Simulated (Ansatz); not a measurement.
Here is an Ansatz 0.2.0 calculation.

The input input.yaml:

```yaml
crystal:
  lattice:
    - [-2.066904, 2.050401, 2.081247]
    - [1.999248, -1.937481, 1.900671]
    - [1.991028, 1.861605, -1.968327]
  atoms:
    - { symbol: Pb, position: [0.004664, -0.003675, 0.003135] }
hamiltonian:
  xc: pbesol
  pseudopotentials: { kind: paw }
kpoints:
  mp_grid: { grid: [9, 9, 9] }
scf:
  occupations: { method: fermi_dirac, width: 0.05 }
output:
  forces: true
  stress: true
  eigenvalues: true
```

Potentials or basis: Ansatz PAW.

Command:

```bash
$ ansatz run input.yaml --threads 2 --pin off --max-ram 5632MiB --backend cpu --events-out ev --progress --plain --runs-dir out
```

Q: Estimate the band gap on the k mesh.

A: None (metal or under the smearing width).

Q: What does it give for the pressure?

A: -1.3 GPa.

Stress tensor (GPa, compression positive):
```
-1.26  0.25  0.29
 0.25 -1.44 -0.34
 0.29 -0.34 -1.18
```

Caveat: the PAW data sets come from PBE, with cores solved anew for the run's functional, which leaves a small shift of forces and pressure. The run has no spin-orbit coupling, so splittings on Pb are missing.
